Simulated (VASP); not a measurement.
# Conduction-valley splitting of Si (Fd-3m) under biaxial (001) strain, TB-mBJ with spin-orbit coupling on PBE cells

Electrons in a silicon transistor channel move faster when they occupy valleys with a light mass in the channel plane and have few other valleys to scatter into. Biaxial strain from a substrate can arrange this, because it lifts the equivalence of the six Δ valleys. We need to know which valleys go down for each sign of strain, and by how much. We calculated the band edges of Si with equal strain in the (001) plane and the normal direction free of stress. The splitting is the energy of the [100] valley less that of the [001] valley in the same cell, so a positive value means that [001] is lower. Single valley energies are counted from the valence-band top at the zone centre.

## Method

The start is a typed prototype cell. The crystal was relaxed with PBE. Equal strain is imposed in the (001) plane; the strain along the normal is adjusted until the normal stress vanishes, and the atoms are relaxed with PBE. VASP 6.6.1, plane waves with PAW, cutoff 450 eV, no spin polarisation. Band edges are single points at TB-mBJ with spin-orbit coupling on these cells, k mesh 8×8×8, read on short lines of k points at the zone centre and through the valleys; energies are counted from the valence-band top at the zone centre.  All levels use the PAW data sets made with PBE.

Notes on method and selection:

- A valley's energy from the valence-band top holds the shift of that top as well as the shift of the valley.
- The TB-mBJ parameter c is fixed anew from the density of each cell, so it changes along the series.
- Runs that did not converge, have known faults or may not be shown are not listed, and runs on Ansatz's PAW sets soft_1 and soft_2 are kept to separate tables.

Columns:

- strain (%): strain in the plane (tension positive).
- splitting (eV): valley along [100] less valley along [001].
- Δ [001] (eV): minimum of the conduction band along Γ–X in the [001] direction.
- Δ [100] (eV): minimum of the conduction band along Γ–X in the [100] direction.
- L [111] (eV): conduction level at L along [111].
- Γ level (eV): lowest conduction level at Γ.

Input lines of one member:

```
PREC = Accurate
ENCUT = 450
EDIFF = 1E-06
NELM = 150
ISMEAR = 0
SIGMA = 0.02
LREAL = .FALSE.
ALGO = Normal
METAGGA = MBJ
LASPH = .TRUE.
LNONCOLLINEAR = .TRUE.
NBANDS = 18
GGA_COMPAT = .FALSE.
LSORBIT = .TRUE.
KPAR = 2
```

Command (options for logging and memory left out): `mpirun -np 2 vasp_ncl`

## Table of results

| member | strain (%) | splitting (eV) | Δ [001] (eV) | Δ [100] (eV) | L [111] (eV) | Γ level (eV) |
| --- | --- | --- | --- | --- | --- | --- |
| −2 % | −2.0 | ? | ? | ? | ? | ? |
| −1.5 % | −1.5 | −0.234 | 1.333 | 1.099 | 2.100 | 3.073 |
| −1 % | −1.0 | −0.156 | 1.317 | 1.161 | 2.118 | 3.102 |
| −0.5 % | −0.5 | −0.078 | 1.299 | 1.221 | 2.128 | 3.130 |
| 0 % | 0.0 | 0.000 | 1.281 | 1.281 | 2.132 | 3.154 |
| +0.5 % | 0.5 | 0.077 | 1.206 | 1.283 | 2.073 | 3.108 |
| +1 % | 1.0 | 0.154 | 1.124 | 1.277 | 2.003 | 3.046 |
| +1.5 % | 1.5 | 0.230 | 1.041 | 1.271 | 1.927 | 2.981 |
| +2 % | 2.0 | 0.307 | 0.959 | 1.265 | 1.849 | 2.916 |

Cells marked ? are withheld until the estimate has been made.

Least-squares fits to the members shown, with x = strain (%); R² and errors in the fitted variable (y, or ln y where the fit is in ln y):

| y | members | fit | R² | rms residual | leave-one-out rms | the same for the mean of the others |
| --- | --- | --- | --- | --- | --- | --- |
| splitting (eV) | 8 | y = −0.0011310 + 0.15452 x | 1.00 | 8.0×10⁻⁴ | 0.0011 | 0.20 |
| Δ [001] (eV) | 8 | y = 1.222 − 0.1095 x | 0.92 | 0.037 | 0.053 | 0.15 |

## Interpretation

Tension in the plane puts the two valleys along ±[001] lowest; compression puts the four along ±[100] and ±[010] lowest. The splitting grows almost in proportion to the strain, by 0.15452 eV per % in the fit. At +0.5 % it is already 0.077 eV, more than twice the thermal energy at room temperature (roughly 0.03 eV).

The cause is the shear part of the strain. When the plane is stretched, the normal direction contracts, and a Δ valley falls when the crystal is shortened along the valley's own axis. To first order the splitting is Ξᵤ(ε∥ − ε⊥), where Ξᵤ is the shear deformation potential and ε∥ and ε⊥ are the strains in the plane and along the normal. The change of volume moves all six valleys together and drops out.

The single valley energies are less simple. From 0 to +2 % the [001] valley moves by (0.959 − 1.281) / 2.0 = −0.161 eV per %, but between −1.5 % and 0 by only (1.281 − 1.333) / 1.5 = −0.035 eV per %. The [100] valley has slopes of (1.265 − 1.281) / 2.0 = −0.008 and (1.281 − 1.099) / 1.5 = 0.121 eV per % on the same two sides. The slope thus changes at zero strain by −0.161 + 0.035 = −0.126 eV per % for the [001] valley and by −0.008 − 0.121 = −0.129 eV per % for the [100] valley. So nearly equal a bend points to the common reference: strain of either sign splits the upper valence bands, and the top is always the branch that rises. This is why one straight line describes Δ [001] poorly, with an rms residual of 0.037 eV, while the splitting follows a line to within about 0.001 eV.

It also explains why the gap shrinks both ways, from 1.281 eV without strain to 1.099 eV at −1.5 % and 0.959 eV at +2 %. The L level stays above both kinds of Δ valley in every row shown.

## Predicting the missing value

Plain estimates from the members shown:

- −2 %, fit at x = −2.0: −0.310 eV (an extrapolation)

The member at −2 % lies one step beyond the compressed rows, and the [100] valley should remain the lower one. The straight-line fit gives −0.310 eV, but it has two small defects here. Its intercept is −0.0011 eV, whereas cubic symmetry requires exactly zero splitting at zero strain. It also uses one slope for both signs of strain, although the response is slightly steeper under compression: 0.234 / 1.5 = 0.156 eV per % at −1.5 %, against 0.307 / 2.0 = 0.154 eV per % at +2 %. A small second-order term in the elastic response or in the deformation potential could produce such a difference.

We therefore scale the outermost compressed row in proportion to strain: −0.234 × 2.0 / 1.5 = −0.312 eV.

The same route can be tried on shown members. From −1 % to −1.5 % it gives −0.156 × 1.5 / 1.0 = −0.234 eV, as tabulated. From +1 % to +1.5 % it gives 0.154 × 1.5 / 1.0 = 0.231 eV against 0.230 eV, and from +1.5 % to +2 % it gives 0.230 × 2.0 / 1.5 = 0.307 eV, again as tabulated. The misses are at most 0.001 eV, which we take as the standard deviation.

**Committed estimate, −2 %: splitting = −0.312 ± 0.001 eV.**

## Check

| member | strain (%) | splitting (eV) | Δ [001] (eV) | Δ [100] (eV) | L [111] (eV) | Γ level (eV) |
| --- | --- | --- | --- | --- | --- | --- |
| −2 % | −2.0 | −0.312 | 1.349 | 1.036 | 2.074 | 3.044 |

| member | estimate | splitting (eV) | computed | estimate − computed | miss in error bars |
| --- | --- | --- | --- | --- | --- |
| −2 % | committed | −0.312 | −0.312 | 0.000 | 0.0 |
| −2 % | fit | −0.310 | −0.312 | +0.002 |  |

The estimate of −0.312 eV agrees with the computed value to the last printed digit and lies inside its error bar of 0.001 eV. The straight-line fit, at −0.310 eV, missed by 0.002 eV. Scaling from the outermost compressed row worked because it keeps the splitting at zero for the cubic crystal and uses the slope of the compressed side.

One of our two suggestions for the steeper response under compression fails. The normal strain has almost the same size for both signs, and is if anything slightly larger under tension, so the elastic response does not explain −0.312 against 0.307 eV. The difference must come from the electronic response, to which the changing TB-mBJ parameter may contribute.

Our account of the shrinking gap was also incomplete, since it named only the valence-band top. The mean of the six valleys at −2 % is (1.349 + 2 × 1.036) / 3 = 1.140 eV, which lies 1.281 − 1.140 = 0.141 eV below the unstrained value. This part holds both the rise of the valence-band top and the effect of the smaller volume. The [100] valley lies a further 1.140 − 1.036 = 0.104 eV lower because of the valley splitting itself. Both parts close the gap.

## Residuals

Least-squares fits to the whole series, with x = strain (%); R² and errors in the fitted variable (y, or ln y where the fit is in ln y):

| y | members | fit | R² | rms residual | leave-one-out rms | the same for the mean of the others |
| --- | --- | --- | --- | --- | --- | --- |
| splitting (eV) | 9 | y = −0.0013333 + 0.15477 x | 1.00 | 8.9×10⁻⁴ | 0.0012 | 0.22 |
| Δ [001] (eV) | 9 | y = 1.212 − 0.09717 x | 0.90 | 0.042 | 0.058 | 0.15 |

Largest departures from the fit to the whole series:

| member | splitting (eV) | fit | computed − fit | in rms residuals |
| --- | --- | --- | --- | --- |
| 0 % | 0.000 | −0.001 | +0.001 | 1.5 |
| +2 % | 0.307 | 0.308 | −0.001 | 1.4 |
| −2 % | −0.312 | −0.311 | −0.001 | 1.3 |
| +0.5 % | 0.077 | 0.076 | +0.001 | 1.1 |

None of the nine members stands out. The largest departures from the line for the splitting, at 0 %, +2 % and −2 %, are only about 0.001 eV. Their signs, positive in the middle and negative at both ends, are those expected when one straight line is drawn through a response that is slightly steeper under compression.

## Conclusions and limits

Between −2 % and +2 %, tension puts the two [001] valleys lowest and compression the four in-plane valleys. Tension is thus the useful sign for a (001) channel, since the [001] valleys have their light transverse mass in that plane. The splitting per % of strain runs from 0.230 / 1.5 = 0.153 eV to 0.234 / 1.5 = 0.156 eV, so another member inside this range can be estimated to about 0.001 eV at this level of theory.

For a lightly doped channel at room temperature, with a thermal energy of roughly 0.026 eV, +1 % strain leaves few electrons in the four upper valleys. Their number relative to the two lower ones is (4 / 2) × exp(−0.154 / 0.026) = 0.005, or about 0.5 %, if all valleys have the same density-of-states mass.

The calculation leaves out lattice vibrations. They lower the gap of Si by very roughly 0.1 eV at room temperature, but they shift the Δ valleys largely together.

[Logs are printed without paths, hosts, clocks, repeated set-up lines and the standing remarks that a program may print on its own settings, such as how far it seeks lower states.]
